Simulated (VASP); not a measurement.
# PtS2 in VASP: further runs, part 2 of 3

VASP 6.6.1. Earlier steps stand in the parts before.

**4. Single point, PBE**

This run uses another cell than the first one, of 30.04 Å³/atom, 0.580 times its volume.

Contents of INCAR:

```
SYSTEM = PtS2
PREC = Accurate ; ENCUT = 460
EDIFF = 1E-7 ; ISMEAR = 0
SIGMA = 0.05 ; LREAL = .False.
LASPH = .True. ; NELM = 120
ALGO = Normal ; ISIF = 2
LWAVE = .False. ; LCHARG = .False.
GGA = PE ; NBANDS = 22
LVHAR = .True. ; LVACPOTAV = .True.
IDIPOL = 3
```

Contents of KPOINTS:

```
Automatic mesh
0
Gamma
  7 7 1
  0 0 0
```

Contents of POSCAR:

```
PtS2
1.0
    3.5432000000      0.0000000000      0.0000000000
   -1.7716000000      3.0685012100      0.0000000000
    0.0000000000      0.0000000000      8.2876152000
S Pt
2 1
Direct
    0.6666666667      0.3333333333      0.3619859185
    0.3333333333      0.6666666667      0.6380140815
    0.0000000000      0.0000000000      0.5000000000
```

Potentials or basis: VASP PAW PBE potentials, release 64 (S, Pt).

Command:

```
cat potpaw_PBE.64/S/POTCAR potpaw_PBE.64/Pt/POTCAR > POTCAR
mpirun -np 1 vasp_std > vasp.out
```

OUTCAR:

```text
SYSTEM = PtS2
   PREC = Accurate
   ENCUT = 460
   EDIFF = 1E-7
   ISMEAR = 0
   LREAL = .False.
   LASPH = .True.
   NELM = 120
   ISIF = 2
   GGA = PE

 Found      8 irreducible k-points:

 Following reciprocal coordinates:
            Coordinates               Weight
  0.000000  0.000000  0.000000      1.000000
  0.142857  0.000000  0.000000      6.000000
  0.285714 -0.000000  0.000000      6.000000
  0.428571  0.000000  0.000000      6.000000
  0.142857  0.142857  0.000000      6.000000
  0.285714  0.142857  0.000000     12.000000
   k-points           NKPTS =      8   k-points in BZ     NKDIM =      8   number of bands    NBANDS=     22
   number of dos      NEDOS =    301   number of ions     NIONS =      3
   total plane-waves  NPLWV =  47040
   dimension x,y,z NGX =    28 NGY =   28 NGZ =   60
   dimension x,y,z NGXF=    56 NGYF=   56 NGZF=  120
   ions per type =               2   1
   NGX,Y,Z   is equivalent  to a cutoff of  13.14, 13.14, 12.04 a.u.
   NGXF,Y,Z  is equivalent  to a cutoff of  26.28, 26.28, 24.07 a.u.
 SYSTEM =  PtS2
   PREC   = accura    normal or accurate (medium, high low for compatibility)
   ISTART =      0    job   : 0-new  1-cont  2-samecut
   ICHARG =      2    charge: 1-file 2-atom 10-const
   ISPIN  =      1    spin polarized calculation?
   LNONCOLLINEAR =      F non collinear calculations
   LSORBIT =      F    spin-orbit coupling
   LASPH  =      T    aspherical Exc in radial PAW
   ENCUT  =  460.0 eV  33.81 Ry    5.81 a.u.   6.20  6.20 14.49*2*pi/ulx,y,z
   NELM   =    120;   NELMIN=  2; NELMDL= -5     # of ELM steps
   EDIFF  = 0.1E-06   stopping-criterion for ELM
   LREAL  =      F    real-space projection
   EDIFFG = 0.1E-05   stopping-criterion for IOM
   NSW    =      0    number of steps for IOM
   IBRION =     -1    ionic relax: 0-MD 1-quasi-New 2-CG
   NFREE  =      0    steps in history (QN), initial steepest desc. (CG)
   ISIF   =      2    stress and relaxation
   ISYM   =      2    0-nonsym 1-usesym 2-fastsym
   POTIM  = 0.5000    time-step for ionic-motion
   TEBEG  =    0.0;   TEEND  =   0.0 temperature during run
   PSTRESS=    0.0 pullay stress
   NELECT =      22.0000    total number of electrons
   NUPDOWN=      -1.0000    fix difference up-down
   EMIN   =  10.00;   EMAX   =-10.00  energy-range for DOS
   EFERMI =   0.00;   METHOD = LEGACY
   ISMEAR =     0;   SIGMA  =   0.05  broadening in eV -4-tet -1-fermi 0-gaus
   EFERMI_NEDOS =   21; number of points for ismear=-14 and -15
   IALGO  =     38    algorithm
   IMIX   =      4    mixing-type and parameters
     AMIX     =   0.40;   BMIX     =  1.00
     AMIX_MAG =   1.60;   BMIX_MAG =  1.00
  volume/ion in A,a.u.               =      30.04       202.69
  Fermi-wavevector in a.u.,A,eV,Ry     =   1.023211  1.933588 14.244766  1.046961
  Thomas-Fermi vector in A             =   2.156932
   LORBIT       =      0    0 simple, 1 ext, 2 COOP (PROOUT), +10 PAW based schemes
   GGA     = PE    functional components
   LHFCALC =     F    Hartree Fock is set to
   AEXX    =    0.0000 exact exchange contribution
   IVDW    =     0    specifies the selected vdW correction
   LEPSILON=     F    determine dielectric tensor
   LRPA    =     F    only Hartree local field effects (RPA)
 non-spin polarized calculation
 Gauss-broadening in eV      SIGMA  =   0.05
  energy-cutoff  :      460.00
  volume of cell :       90.11
 maximum number of plane-waves:      2035
 NGX is ok and might be reduce to    28
   NGX = 13   NGY = 13   NGZ = 29

 number of electron      22.0000001 magnetization

 Free energy of the ion-electron system (eV)
  ---------------------------------------------------
  ext. energy  EPLUGINS =         0.00000000
  ---------------------------------------------------
  free energy    TOTEN  =       -15.32117064 eV

  energy without entropy =      -15.32117064  energy(sigma->0) =      -15.32117064

 E-fermi :   1.5583     XC(G=0):  -7.3524

 val. band max:        1.2412914381   @ k =   0.1429   0.1429   0.0000
 cond. band min:       3.1406697546   @ k =   0.2857  -0.0000   0.0000
 fundamental gap:      1.8993783165
 Fermi energy:         1.5582898558

 k-point     1 :       0.0000    0.0000    0.0000
  band No.  band energies     occupation
      1     -13.4349      2.00000
      2     -10.6618      2.00000
      3      -5.0707      2.00000
      4      -5.0707      2.00000
      5      -4.2895      2.00000
      6      -2.0354      2.00000
[... 14 lines left out ...]
     21      14.0632      0.00000
     22      15.6840      0.00000

 k-point     2 :       0.1429    0.0000    0.0000
  band No.  band energies     occupation
      1     -13.1649      2.00000
      2     -10.7748      2.00000
      3      -4.9615      2.00000
      4      -4.8913      2.00000
      5      -4.0718      2.00000
      6      -2.4484      2.00000
[... 14 lines left out ...]
     21      13.7489      0.00000
     22      13.8790      0.00000

 k-point     3 :       0.2857   -0.0000    0.0000
  band No.  band energies     occupation
      1     -12.4574      2.00000
      2     -11.0181      2.00000
      3      -4.7780      2.00000
      4      -4.5024      2.00000
      5      -3.8070      2.00000
      6      -3.1557      2.00000
[... 14 lines left out ...]
     21      12.9696      0.00000
     22      13.5645      0.00000

 k-point     4 :       0.4286    0.0000    0.0000
  band No.  band energies     occupation
      1     -11.7302      2.00000
      2     -11.1925      2.00000
      3      -5.5053      2.00000
      4      -4.2827      2.00000
      5      -3.3985      2.00000
      6      -2.7649      2.00000
[... 14 lines left out ...]
     21      13.8644      0.00000
     22      14.4611      0.00000

 k-point     5 :       0.1429    0.1429    0.0000
  band No.  band energies     occupation
      1     -12.6717      2.00000
      2     -10.9522      2.00000
      3      -4.7390      2.00000
      4      -4.6292      2.00000
      5      -3.7813      2.00000
      6      -2.8539      2.00000
[... 14 lines left out ...]
     21      13.0349      0.00000
     22      13.3946      0.00000

 k-point     6 :       0.2857    0.1429    0.0000
  band No.  band energies     occupation
      1     -11.9134      2.00000
      2     -11.1607      2.00000
      3      -4.9083      2.00000
      4      -4.4185      2.00000
      5      -3.7186      2.00000
      6      -2.8760      2.00000
[... 14 lines left out ...]
     21      13.1789      0.00000
     22      13.7918      0.00000

 [... further k-points ...]

------------------------ aborting loop because EDIFF is reached ----------------------------------------

 dipolmoment           0.000000      0.000000      0.000000 electrons x Angstroem

  FORCE on cell =-STRESS in cart. coord.  units (eV):
  Direction    XX          YY          ZZ          XY          YZ          ZX
  --------------------------------------------------------------------------------------
  -------------------------------------------------------------------------------------
  Total        3.4798666      3.4798666      3.0986642      0.0000000     -0.0000000     -0.0000000
  in kB       61.8759149     61.8759148     55.0977108      0.0000000     -0.0000000     -0.0000000
  external PRESSURE =      59.6165135 kB  Pullay stress =       0.0000000 kB

 VOLUME and BASIS-vectors are now :
 -----------------------------------------------------------------------------
  energy-cutoff  :      460.00
  volume of cell :       90.11
      direct lattice vectors                 reciprocal lattice vectors
     3.543200000  0.000000000  0.000000000     0.282230752  0.162946001  0.000000000
    -1.771600000  3.068501210  0.000000000     0.000000000  0.325892001  0.000000000
     0.000000000  0.000000000  8.287615200     0.000000000  0.000000000  0.120661973

 POSITION                                       TOTAL-FORCE (eV/Angst)
 -----------------------------------------------------------------------------------
      1.77160      1.02283      3.00000        -0.000000     -0.000000     -1.359103
     -0.00000      2.04567      5.28762        -0.000000      0.000000      1.359103
      0.00000      0.00000      4.14381         0.000000     -0.000000      0.000000
 -----------------------------------------------------------------------------------
    total drift:                                0.000000      0.000000      0.000000

  FREE ENERGIE OF THE ION-ELECTRON SYSTEM (eV)
  ---------------------------------------------------
  free  energy   TOTEN  =       -15.3211706352 eV

  energy  without entropy=      -15.3211706352  energy(sigma->0) =      -15.32117064
```

stdout:

```text
POSCAR found type information on POSCAR S Pt
 POSCAR found :  2 types and       3 ions
 scaLAPACK will be used
 LDA part: xc-table for (Slater+PW92), standard interpolation
 POSCAR, INCAR and KPOINTS ok, starting setup
 FFT: planning ... GRIDC
 FFT: planning ... GRID_SOFT
 FFT: planning ... GRID
 WAVECAR not read
 entering main loop
```

Run time: 11 s. Hardware: 1 thread of AMD EPYC 9R45 (Zen 5), shared host; peak memory 0.17 GiB.

These settings aren't checked as converged: the numbers below hold their error.

What came out:

| Quantity | Value |
| --- | --- |
| Free energy | -15.3212 eV |
| Largest force | 1.359 eV/Å |
| Band gap on the k mesh | 1.90 eV, indirect (least direct gap 2.05 eV) |

Caveat: spin-orbit coupling is left out, which moves the levels of the heavy elements.

[end of part 2 of 3]
